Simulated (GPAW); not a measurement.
# Sn (Fd-3m) in GPAW: equation of state

Aim: energy against volume of Sn in PBE, for its equilibrium volume and stiffness.

Program: GPAW 26.7.0. These are calculated values, not measurements. Logs are shortened: lines on timing, memory, paths and dates and some standing lists are left out, and cuts for length are marked. The log counts tension as positive stress, the text compression.

## (1) The structure

The structure is cubic, space group Fd-3m (No. 227). The conventional cell has a = 6.467 Å, b = 6.467 Å, c = 6.467 Å, α = 90.00°, β = 90.00°, γ = 90.00°. Around Sn (site symmetry -43m) lie 4 Sn at 2.80 Å.

This isn't the form of Sn at room conditions, which is tetragonal (white tin).

## (2) Equation of state, PBE

Contents of run.py:

```python
from ase.eos import EquationOfState
from ase.io import Trajectory, read
from ase.units import GPa
from gpaw import GPAW, PW

atoms = read('POSCAR')

traj = Trajectory('eos.traj', 'w')
volumes, energies = [], []
for x in [0.94, 0.96, 0.98, 1.0, 1.02, 1.04, 1.06]:
    a = atoms.copy()
    a.set_cell(atoms.cell * x**(1 / 3), scale_atoms=True)
    calc = GPAW(mode=PW(600),
                xc='PBE',
                kpts={'size': (7, 7, 7), 'gamma': True},
                occupations={'name': 'fermi-dirac', 'width': 0.05},
                nbands=24,
                convergence={'density': 1e-05, 'energy': 1e-05},
                maxiter=150,
                txt=f'eos-{x:.2f}.txt')
    a.calc = calc
    energies.append(a.get_potential_energy(force_consistent=True))
    volumes.append(a.get_volume())
    p = -a.get_stress()[:3].mean() / GPa
    calc.write(f'eos-{x:.2f}.gpw')
    traj.write(a)
    print(f'{x:.2f} {volumes[-1]:10.4f} A^3 {energies[-1]:14.6f} eV {p:9.3f} GPa', flush=True)

v0, e0, B = EquationOfState(volumes, energies, eos='birchmurnaghan').fit()
print(f'V0 = {v0:.4f} A^3, E0 = {e0:.6f} eV, B0 = {B / GPa:.2f} GPa')
```

Contents of POSCAR:

```
Sn
1.0
    0.0000000000      3.2333428000      3.2333428000
    3.2333428000      0.0000000000      3.2333428000
    3.2333428000      3.2333428000      0.0000000000
Sn
2
Direct
    0.7500000000      0.7500000000      0.7500000000
    0.5000000000      0.5000000000      0.5000000000
```

Potentials or basis: GPAW PAW data sets (gpaw-data 1.2.1), pw.

Launch:

```bash
OMP_NUM_THREADS=1 python run.py
```

Output:

```text
__  _  _
 | _ |_)|_||  |
 |__||  | ||/\| - 26.7.0

Input parameters:
  mode=PW(ecut=600.0),
  convergence={'density': 1e-05, 'energy': 1e-05},
  kpts=MonkhorstPack(size=(7, 7, 7), gamma=True),
  maxiter=150,
  nbands=24,
  occupations=Occupations(name='fermi-dirac', width=0.05),
  xc=XC(name='PBE')

Diagonalizing LCAO Hamiltonian
Converting LCAO to pw mode

            Sn

       Sn

Atoms  # Å, Bohr magnetons
|   | symbol |        x |        y |        z |    initial magnetic moments |
|---|--------|----------|----------|----------|-----------------------------|
| 0 |     Sn | 4.751007 | 4.751007 | 4.751007 | ( 0.0000,  0.0000,  0.0000) |
| 1 |     Sn | 3.167338 | 3.167338 | 3.167338 | ( 0.0000,  0.0000,  0.0000) |

Unit cell  # Å
| periodic |        x |        y |        z |  lengths |    angles |
|----------|----------|----------|----------|----------|-----------|
|      yes | 0.000000 | 3.167338 | 3.167338 | 4.479292 | 60.000000 |
|      yes | 3.167338 | 0.000000 | 3.167338 | 4.479292 | 60.000000 |
|      yes | 3.167338 | 3.167338 | 0.000000 | 4.479292 | 60.000000 |

Number of symmetries: 24
Symmetry operations  # r_c * U_cc + t_c -> r_c
|    | kind |            matrix            |
|----|------|------------------------------|
|  0 |  E   |  1, 0, 0,  0, 1, 0,  0, 0, 1 |
|  1 |  σ   |  1, 0, 0,  0, 0, 1,  0, 1, 0 |
|  2 |  σ   |  1, 0,-1,  0, 1,-1,  0, 0,-1 |
|  3 |  C3  |  1, 0,-1,  0, 0,-1,  0, 1,-1 |
|  4 |  C3  |  1,-1, 0,  0,-1, 1,  0,-1, 0 |
|  5 |  σ   |  1,-1, 0,  0,-1, 0,  0,-1, 1 |
|  6 |  σ   |  0, 1, 0,  1, 0, 0,  0, 0, 1 |
|  7 |  C3  |  0, 1, 0,  0, 0, 1,  1, 0, 0 |
|  8 |  C2  |  0, 1,-1,  1, 0,-1,  0, 0,-1 |
|  9 |  S4  |  0, 1,-1,  0, 0,-1,  1, 0,-1 |
| 10 |  C3  |  0, 0, 1,  1, 0, 0,  0, 1, 0 |
| 11 |  σ   |  0, 0, 1,  0, 1, 0,  1, 0, 0 |
| 12 |  S4  |  0, 0,-1,  1, 0,-1,  0, 1,-1 |
| 13 |  C3  |  0, 0,-1,  0, 1,-1,  1, 0,-1 |
| 14 |  S4  |  0,-1, 1,  1,-1, 0,  0,-1, 0 |
| 15 |  C2  |  0,-1, 1,  0,-1, 0,  1,-1, 0 |
| 16 |  C3  |  0,-1, 0,  1,-1, 0,  0,-1, 1 |
| 17 |  S4  |  0,-1, 0,  0,-1, 1,  1,-1, 0 |
| 18 |  S4  | -1, 1, 0, -1, 0, 1, -1, 0, 0 |
| 19 |  C3  | -1, 1, 0, -1, 0, 0, -1, 0, 1 |
| 20 |  C3  | -1, 0, 1, -1, 1, 0, -1, 0, 0 |
| 21 |  S4  | -1, 0, 1, -1, 0, 0, -1, 1, 0 |
| 22 |  σ   | -1, 0, 0, -1, 1, 0, -1, 0, 1 |
| 23 |  C2  | -1, 0, 0, -1, 0, 1, -1, 1, 0 |

BZ-sampling:
  Number of BZ points: 343
  Number of IBZ points: 20

  Monkhorst-Pack size: [7, 7, 7]
  Monkhorst-Pack shift: [0, 0, 0]

K-points  # in reciprocal-cell coordinates
|     |                                coordinates |     weight |
|-----|--------------------------------------------|------------|
|   0 | (  0.00000000,   0.00000000,   0.00000000) | 0.00291545 |
|   1 | (  0.14285714,   0.14285714,   0.00000000) | 0.01749271 |
|   2 | (  0.14285714,   0.14285714,   0.14285714) | 0.02332362 |
|   3 | (  0.28571429,   0.14285714,   0.14285714) | 0.03498542 |
|   4 | (  0.28571429,   0.28571429,   0.00000000) | 0.01749271 |
|   5 | (  0.28571429,   0.28571429,   0.14285714) | 0.06997085 |
|   6 | (  0.28571429,   0.28571429,   0.28571429) | 0.02332362 |
|   7 | (  0.42857143,  -0.28571429,  -0.28571429) | 0.03498542 |
|   8 | (  0.42857143,   0.28571429,  -0.42857143) | 0.13994169 |
|   9 | (  0.42857143,   0.28571429,  -0.28571429) | 0.06997085 |
| ... |                                            |            |
|  19 | (  0.42857143,   0.42857143,   0.42857143) | 0.02332362 |

Plane wave coefficients: 2137
Cutoff: 600.0 eV

Spin-components: 1 (collinear spins)
Bands:           24
Projectors:      12
Spin-degeneracy: 2
Datatype:        complex128

Density:
  Valence electrons: 28.0
  Components: 1
  Grid points: [27 27 27]
  Charge: 0.0  # |e|

Potential:
  Grid points: [27 27 27]

species:
  Sn:
    name:    Tin
    Z:       50.0
    valence: 14
    core:    36
    charge:  0.0  # [|e|]
    compensation charges:
      type: gauss
      rc: 0.38  # [Å]
      lmax: 2
    cutoffs:
      filter: 2.23  # [Å]
      core: 2.35  # [Å]
    projectors
    | kind |    occ | energy [eV] | rcut [Å] |
    |------|--------|-------------|----------|
    |   5s |  2.000 |     -10.538 |    1.201 |
    |   5p |  2.000 |      -3.696 |    1.270 |
    |   4d | 10.000 |     -25.845 |    1.185 |
    |    s |        |      16.674 |    1.201 |
    |    p |        |      23.515 |    1.270 |
    |    d |        |       1.367 |    1.185 |

    Using partial waves for Sn as LCAO basis

Reference energy: -336021.386614  # eV

eigensolver:
  PPCG
  Converge bands: occupied
  niter=2

density mixing:
  MSR1-Mixer
  Pratt-step length: 0.05
  Maximum mixing coefficient: 0.75
  Old densities: 10
  SVD Regularization: 0.005
  Good broyden scale: 1.0
  Trust region scale: 1.0
  Backstep threshold: 4.0
  History deletion threshold: 6.0
  Fourier metric: weight=20.0, sigma=0.015

occupation numbers:
  Fermi-Dirac:
    width: 0.0500  # eV

poisson solver:
  ecut: 4800.0  # eV

xc functional:
[... 9 lines left out ...]
|iter     | |      energy | eigst |  dens |
|---------|-|-------------|-------|-------|
|iter:   1| |   -7.950821 | +0.05 |       |
|iter:   2| |   -7.952602 | -2.28 | -1.43 |
|iter:   3| |   -7.916811 | -2.49 | -1.46 |
|iter:   4| |   -7.920848 | -3.07 | -1.97 |
|iter:   5| |   -7.921867 | -4.04 | -2.63 |
|iter:   6| |   -7.921893 | -5.56 | -3.64 |
|iter:   7| |   -7.921894c| -6.59 | -4.36 |
|iter:   8| |   -7.921894c| -8.25c| -4.66 |
|iter:   9| |   -7.921894c| -8.12c| -5.40c|

Converged in 9 steps
Energy contributions relative to reference atoms: (reference = -336021.386614)

Energy contributions:
  Kinetic:          16.723738
  Coulomb:         -14.610635
  Zero:              0.035076
  External:          0.000000
  Xc:              -10.069399
  Entropy:          -0.001349
  Spinorbit:         0.000000
  ----------------------------
  Free energy:      -7.922569
  Extrapolated:     -7.921894

dipole moment: (4.568589, 4.568589, 4.568589)  # |e|*Ang

Fermi level: 5.776
Eigenvalues  # (at kpt = [0.000, 0.000, 0.000])
| band index |      eig [eV] | occ [0-2] |
|------------|---------------|-----------|
|          0 |       -16.132 |     2.000 |
|        ... |               |           |
|          4 |       -16.066 |     2.000 |
|          5 |       -15.689 |     2.000 |
|          6 |       -15.689 |     2.000 |
|          7 |       -15.689 |     2.000 |
|          8 |       -15.674 |     2.000 |
|          9 |       -15.674 |     2.000 |
|         10 |        -5.390 |     2.000 |
|         11 |         5.608 |     1.932 |
|         12 |         5.784 |     0.913 |
|         13 |         5.784 |     0.913 |
|         14 |         5.784 |     0.913 |
|         15 |         7.863 |     0.000 |
|         16 |         7.863 |     0.000 |
|         17 |         7.863 |     0.000 |
|         18 |        10.790 |     0.000 |
|         19 |        13.828 |     0.000 |
|        ... |               |           |
|         23 |        14.085 |     0.000 |

No gap
No difference between direct/indirect transitions

Stress tensor  # eV/Ang^3
|         x |         y |         z |
|-----------|-----------|-----------|
| -0.045402 |  0.000000 |  0.000000 |
|  0.000000 | -0.045402 |  0.000000 |
|  0.000000 |  0.000000 | -0.045402 |

# Writing to eos-0.94.gpw (mode='')
```

Run time: 90 s. Hardware: 1 thread of Intel Xeon 6975P-C (Granite Rapids), shared host; peak memory 0.32 GiB.

Results:

| Quantity | Value |
| --- | --- |
| Equilibrium volume | 36.63 Å³/atom (rough: see the caveat) |
| Bulk modulus | 36 GPa (rough) |

Energy against volume, from the lowest point:
| volume (Å³/atom) | energy (meV/atom) |
| --- | --- |
| 31.775 | 94.22 |
| 32.451 | 66.43 |
| 33.127 | 44.17 |
| 33.803 | 26.89 |
| 34.479 | 14.08 |
| 35.155 | 5.25 |
| 35.831 | 0.00 |

Caveat: the minimum lies outside the volumes run.
